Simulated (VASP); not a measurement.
# CdSe: band structure with HSE06

Crystal: CdSe.

```
Cd Se
1.0
     0.00000    3.04621    3.04621
     3.04621    0.00000    3.04621
     3.04621    3.04621    0.00000
Cd Se
1 1
Direct
  0.00000 0.00000 0.00000
  0.75000 0.75000 0.75000
```

Measurements of this composition are mostly on another form, of space group No. 186.

```
Program                            : VASP 6.6.1
Task                               : band structure
Functional                         : HSE06
Potentials or basis                : VASP PAW PBE potentials, release 64 (Cd, Se)
Cutoff                             : 520 eV
k mesh                             : 6 × 6 × 6
Occupations                        : gaussian, width 0.03 eV
Spin                               : no spin polarisation
Grid for exact exchange (PRECFOCK) : Fast
Screening parameter                : 0.2 1/A
Further INCAR settings             : ALGO = Normal; EDIFF = 1e-07; NBANDS = 16
```

| Quantity | Value |
| --- | --- |
| Pressure | 1.6 GPa |
| Band gap on the k mesh | 1.56 eV, direct |
| Band gap along the path | 1.56 eV, direct |

Levels at points of the mesh, in eV from the valence-band top:
| k point | band 6 | band 7 | band 8 | band 9 | band 10 | band 11 | band 12 | band 13 |
| --- | --- | --- | --- | --- | --- | --- | --- | --- |
| (0.00, 0.00, 0.00) | -8.75 | 0.00 | 0.00 | 0.00 | 1.56 | 7.00 | 7.00 | 7.00 |
| (0.50, 0.00, 0.00) | -8.42 | -4.65 | -0.79 | -0.79 | 3.40 | 7.49 | 7.49 | 8.51 |
| (0.50, 0.50, 0.00) | -8.33 | -4.32 | -1.96 | -1.96 | 3.98 | 4.76 | 10.34 | 11.59 |

Run time: 24 min on 2 MPI ranks on Intel(R) Xeon(R) Platinum 8488C (Sapphire Rapids), on a shared host, peak memory 0.32 GiB a rank.

Caveat: the PAW data sets were made with another functional, which shifts forces and pressure a little.
